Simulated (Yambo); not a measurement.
AlN:

```
Al N
1.0
     0.00000    2.18399    2.18399
     2.18399    0.00000    2.18399
     2.18399    2.18399    0.00000
Al N
1 1
Cartesian
  0.0000 0.0000 0.0000
  1.0920 1.0920 1.0920
```

Measurements of this composition are mostly on another form, of space group No. 186.

Base run:

- Program: Yambo 5.3.0
- Functional: LDA
- Potentials or basis: PseudoDojo 0.4.1 SR LDA standard
- Cutoff: 1143 eV
- Density cutoff: 4572 eV
- k mesh: 6 × 6 × 6
- Occupations: fixed
- Spin: no spin polarisation

Its results: band gap on the k mesh, mean-field level 3.26 eV, indirect (least direct gap 4.24 eV).

Question: The run is repeated on the same cell with these changes: functional from LDA to PBE; potentials or basis from PseudoDojo 0.4.1 SR LDA standard to PseudoDojo 0.4.1 SR PBE standard. What comes out?

Answer: Band gap on the k mesh, mean-field level 3.32 eV, indirect (least direct gap 4.19 eV).

A k mesh can miss the band edges.
